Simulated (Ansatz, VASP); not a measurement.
## C: VASP beside Ansatz

Contents of INCAR:

```
SYSTEM = C
ALGO = Normal
EDIFF = 1E-6
EDIFFG = -0.01
ENCUT = 600
GGA = PE
IBRION = 2
ISIF = 3
ISMEAR = 0
LASPH = .TRUE.
LCHARG = .FALSE.
LREAL = .FALSE.
LWAVE = .FALSE.
NELM = 80
NSW = 100
PREC = Accurate
SIGMA = 0.02
```

KPOINTS

```
k-points
0
G
  6 6 20
  0 0 0
```

File POSCAR:

```
C
1.0
    7.6220420799      0.0000000000      0.0000000000
   -3.8110210399      6.6008820699      0.0000000000
    0.0000000000      0.0000000000      1.2821875425
C
3
Direct
    0.0000000000      0.0000000000      0.0000000000
    0.3333333333      0.6666666667      0.5000000000
    0.6666666667      0.3333333333      0.5000000000
```

Input for Ansatz:

```yaml
crystal:
  lattice:
    - [7.6220420799, 0.0, 0.0]
    - [-3.8110210399, 6.6008820699, 0.0]
    - [0.0, 0.0, 1.2821875425]
  atoms:
    - { symbol: C, position: [0.0, 0.0, 0.0] }
    - { symbol: C, position: [0.3333333333, 0.6666666667, 0.5] }
    - { symbol: C, position: [0.6666666667, 0.3333333333, 0.5] }
basis:
  ecutwfc: 420
kpoints:
  mp_grid: { grid: [6, 6, 20] }
hamiltonian:
  xc: pbe
scf:
  occupations: { method: gaussian, width: 0.02 }
output:
  forces: true
  stress: true
  eigenvalues: true
relax:
  adjacent_minimum: "off"
  f_tol: 0.01
  max_steps: 80
  cell: { stress_tol: 0.05 }
```

Alike in both runs: task relaxation of cell and atoms; functional PBE; k mesh 6 × 6 × 20; occupations gaussian, width 0.02 eV; no spin polarisation.

|  | VASP | Ansatz |
| --- | --- | --- |
| version | VASP 6.6.1 | Ansatz 0.2.0 |
| potentials or method | VASP PAW PBE potentials, release 64 (C) | scalar-relativistic, plane waves, PAW |
| plane-wave cutoff (eV) | 600 | 420 |
| valence electrons in the cell | 12 | 12 |

```csv
,VASP,Ansatz,Ansatz less VASP
"gap on the k mesh at the Fermi level, each at its own relaxed structure (eV)",none,none,-
relaxed volume (Å³/atom),14.29,14.58,+0.292
relaxed cell length with the largest relative difference (Å),6.212,6.273,+0.0609
energy change over the relaxation (meV/atom),-32,-25,+6.8
```

A gap of «none» marks a metal or a gap that the smearing closes.

Caveats: the volume moved by over 15 % at a fixed basis, so the end points are rough.
